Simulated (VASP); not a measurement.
Write the native input for VASP 6.6.1 that does the following.

```
Task                   : band structure
Functional             : LDA
Potentials or basis    : VASP PAW LDA potentials, release 64 (Al, P)
Cutoff                 : 520 eV
k mesh                 : 8 × 8 × 8
Occupations            : gaussian, width 0.03 eV
Spin                   : no spin polarisation
Further INCAR settings : ALGO = Normal; EDIFF = 1e-06
```

The structure of AlP lies in POSCAR:

```
AlP                                     
1.0
    0.0000000000      2.7357031041      2.7357031041
    2.7357031041      0.0000000000      2.7357031041
    2.7357031041      2.7357031041      0.0000000000
  Al              P             
     1     1
Direct
     0.0000000000000000    0.0000000000000000    0.0000000000000000
     0.2500000000000000    0.2500000000000000    0.2500000000000000
```

One way to write it, as run:

INCAR

```
SYSTEM = AlP
ALGO = Normal
EDIFF = 1E-6
ENCUT = 520
ISIF = 2
ISMEAR = 0
LASPH = .True.
LCHARG = .False.
LREAL = .False.
LWAVE = .False.
NELM = 80
PREC = Accurate
SIGMA = 0.03
```

KPOINTS

```
k-points
0
Gamma
  8 8 8
  0 0 0
```

KPOINTS_OPT

```
explicit points
202
Reciprocal
 0.0000000000  0.0000000000  0.0000000000 1
 0.0555555556  0.0000000000  0.0555555556 1
 0.1111111111  0.0000000000  0.1111111111 1
 0.1666666667  0.0000000000  0.1666666667 1
 0.2222222222  0.0000000000  0.2222222222 1
 0.2777777778  0.0000000000  0.2777777778 1
[... 194 lines left out ...]
 0.5107354300  0.0214708600  0.5107354300 1
 0.4892645700 -0.0214708600  0.4892645700 1
```

Potentials or basis: VASP PAW LDA potentials, release 64 (Al, P).

Launch:

```bash
$ cat potpaw_LDA.64/Al/POTCAR potpaw_LDA.64/P/POTCAR > POTCAR
$ mpirun -np 1 vasp_std > vasp.out
```

Results of the run:

The pressure is -1.7 GPa, the band gap on the k mesh is 1.45 eV, indirect (least direct gap 3.07 eV) and the band gap along the path is 1.45 eV, indirect (least direct gap 3.07 eV).

Run time: 29 s on 1 thread of Intel(R) Xeon(R) Platinum 8488C (Sapphire Rapids), on a shared host, peak memory 0.14 GiB.
